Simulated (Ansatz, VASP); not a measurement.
# GaN: VASP beside Ansatz

```
CELL_PARAMETERS angstrom
0.00000 2.27424 2.27424
2.27424 0.00000 2.27424
2.27424 2.27424 0.00000
ATOMIC_POSITIONS crystal
Ga 0.00000 0.00000 0.00000
N 0.75000 0.75000 0.75000
```

Alike in both runs: functional PBE; k mesh 10 × 10 × 10; no spin polarisation.

Ansatz relaxed the structure, and its values are those at the end. VASP's run is a single point on that final structure, the one shown.

|  | VASP | Ansatz |
| --- | --- | --- |
| version | VASP 6.6.1 | Ansatz 0.2.0 |
| potentials or method | VASP PAW PBE potentials, release 64 (Ga_d, N) | scalar-relativistic, plane waves, PAW |
| plane-wave cutoff (eV) | 520 | 420 |
| occupations | gaussian, width 0.01 eV | fixed |
| valence electrons in the cell | 18 | 18 |

```tsv
	VASP	Ansatz	Ansatz less VASP
gap on the k mesh at the Fermi level (eV)	1.55	1.54	-0.006
least direct gap on the mesh (eV)	1.55	1.54	-0.006
pressure (GPa)	0.1	0.0	-0.08
```
